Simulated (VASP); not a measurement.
Set up this calculation in VASP 6.6.1, as the native input.

- Task: single point
- Functional: PBE
- Potentials or basis: VASP PAW PBE potentials, release 64 (Si)
- Cutoff: 520 eV
- k mesh: 12 × 12 × 11
- Occupations: gaussian, width 0.015 eV
- Spin: no spin polarisation
- Further INCAR settings: ALGO = Normal; EDIFF = 1e-07; NBANDS = 8

The structure of Si lies in POSCAR:

```
Si
1.0
    2.6205428149      0.0000000000      0.0000000000
   -1.3102714075      2.2694566494      0.0000000000
    0.0000000000      0.0000000000      2.4663543900
Si
1
Direct
    0.0000000000      0.0000000000      0.0000000000
```

This isn't the form of Si at room conditions, which is diamond.

The input as run:

INCAR

```
SYSTEM = Si
ALGO = Normal
EDIFF = 1E-7
ENCUT = 520
GGA = PE
ISIF = 2
ISMEAR = 0
LASPH = .TRUE.
LCHARG = .FALSE.
LREAL = .FALSE.
LWAVE = .FALSE.
NBANDS = 8
NELM = 80
PREC = Accurate
SIGMA = 0.015
```

KPOINTS

```
k-points
0
G
  12 12 11
  0 0 0
```

Potentials or basis: VASP PAW PBE potentials, release 64 (Si).

The run is started by

```bash
$ cat potpaw_PBE.64/Si/POTCAR > POTCAR
$ mpirun -np 1 vasp_std > vasp.out
```

Results of the run:

```json
{
 "Pressure": "3.0 GPa",
 "Band gap on the k mesh": "none (metal or under the smearing width)"
}
```

It took 7.3 s on 1 thread of Intel(R) Xeon(R) Platinum 8375C CPU @ 2.90GHz (Ice Lake), with other jobs on the host, peak memory 0.12 GiB.
